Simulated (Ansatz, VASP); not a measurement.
# Al2O3: VASP beside Ansatz

INCAR

```
SYSTEM = Al2O3
PREC = Accurate
ENCUT = 520
EDIFF = 1E-6
ISMEAR = 0
SIGMA = 0.05
LREAL = .False.
LASPH = .True.
NELM = 100
ALGO = Normal
ISIF = 2
LWAVE = .False.
LCHARG = .False.
NBANDS = 20
```

Contents of KPOINTS:

```
Automatic mesh
0
Gamma
  12 12 4
  0 0 0
```

The input POSCAR:

```
Al2O3
1.0
    3.2504845347      0.0000000000      0.0000000000
   -1.6252422673      2.8150021817      0.0000000000
    0.0000000000      0.0000000000      6.5276234270
Al O
2 3
Direct
    0.0000000000      0.0000000000      0.2779510000
    0.0000000000      0.0000000000      0.7220490000
    0.3333333333      0.6666666667      0.1994540000
    0.6666666667      0.3333333333      0.8005460000
    0.0000000000      0.0000000000      0.5000000000
```

Input for Ansatz:

```yaml
crystal:
  lattice:
    - [3.2504845347, 0.0, 0.0]
    - [-1.6252422673, 2.8150021817, 0.0]
    - [0.0, 0.0, 6.527623427]
  atoms:
    - { symbol: Al, position: [0.0, 0.0, 0.277951] }
    - { symbol: Al, position: [0.0, 0.0, 0.722049] }
    - { symbol: O, position: [0.3333333333, 0.6666666667, 0.199454] }
    - { symbol: O, position: [0.6666666667, 0.3333333333, 0.800546] }
    - { symbol: O, position: [0.0, 0.0, 0.5] }
basis:
  ecutwfc: 420
kpoints:
  mp_grid: { grid: [12, 12, 4] }
hamiltonian:
  xc: lda
scf:
  occupations: { method: gaussian, width: 0.05 }
output:
  forces: true
  stress: true
  eigenvalues: true
```

Alike in both runs: task single point; functional LDA; k mesh 12 × 12 × 4; occupations gaussian, width 0.05 eV; no spin polarisation.

|  | VASP | Ansatz |
| --- | --- | --- |
| version | VASP 6.6.1 | Ansatz 0.2.0 |
| potentials or method | VASP PAW LDA potentials, release 64 (Al, O) | scalar-relativistic, plane waves, PAW |
| plane-wave cutoff (eV) | 520 | 420 |
| valence electrons in the cell | 24 | 24 |

```csv
,VASP,Ansatz,Ansatz less VASP
gap on the k mesh at the Fermi level (eV),2.82,2.83,+0.009
least direct gap on the mesh (eV),3.09,3.11,+0.016
pressure (GPa),13.7,12.6,-1.09
largest component of the traceless stress (GPa),87.03,85.30,-1.731
rms of the force components (eV/Å),4.771,4.646,-0.1248
```

Atom by atom the forces differ by 0.126 eV/Å (rms over components).

Caveats: forces of over 1 eV/Å show positions far from the minimum, so gaps and moduli don't describe the material at rest. A k mesh can miss the band edges. LDA gaps usually lie below the measured ones, often by a third to a half.
